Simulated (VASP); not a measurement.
Runs of VASP 6.6.1 on C. The structure is hexagonal, space group P6_3/mmc (No. 194). Conventional cell: a = 2.522 Å, b = 2.522 Å, c = 8.237 Å, α = 90.00°, β = 90.00°, γ = 120.00°. C (site symmetry 3m) is surrounded by 4 C at 1.54 Å. C (site symmetry 3m) has 4 C at 1.54 Å as nearest neighbours. This is a hexagonal form of diamond, not graphite.

| task | level | cell | cutoff (eV) | smearing | gap on the mesh (eV) | pressure (GPa) | relaxed volume (Å³/atom) | largest force (eV/Å) |
| --- | --- | --- | --- | --- | --- | --- | --- | --- |
| relaxation of cell and atoms | PBE+rVV10 | relaxed | 600 | fermi-dirac 0.05 eV | (b) | 0.0 | (c) | 0.01 |
| relaxation of cell and atoms | PBE+MBD | relaxed | 600 | fermi-dirac 0.05 eV | 4.56 | 0.0 | 5.64 | - |
| relaxation of cell and atoms | PBE+D4 | relaxed | 600 | fermi-dirac 0.05 eV | 4.56 | 0.0 | 5.63 | 0.01 |
| relaxation of cell and atoms | PBE+TS | relaxed | 600 | fermi-dirac 0.05 eV | 4.57 | 0.0 | 5.61 | 0.01 |
| single point | PBE | as given | 520 | gaussian 0.014 eV | 4.41 | 2.9 | - | 0.33 |
| relaxation of cell and atoms | PBE+D3(BJ) | relaxed | 600 | fermi-dirac 0.05 eV | 4.56 | 0.0 | 5.63 | 0.01 |
| relaxation of cell and atoms | PBEsol+D3(BJ) | relaxed | 600 | fermi-dirac 0.05 eV | 4.45 | 0.0 | (d) | - |
| relaxation of cell and atoms | PBE+D3 | relaxed | 600 | fermi-dirac 0.05 eV | 4.55 | 0.0 | 5.66 | 0.01 |
| relaxation of cell and atoms | PBEsol+D3 | relaxed | 600 | fermi-dirac 0.05 eV | 4.44 | 0.0 | (a) | - |

Alike in all rows: potentials or basis VASP PAW PBE potentials, release 64 (C); no spin polarisation; k mesh 12 × 12 × 4.

Problem. Fill in the values left out.

Solution. (a) 5.59; (b) 4.49; (c) 5.68; (d) 5.57.

Caveats: the PAW data sets were made with another functional, which shifts forces and pressure a little (some runs).

A k mesh can miss the band edges.
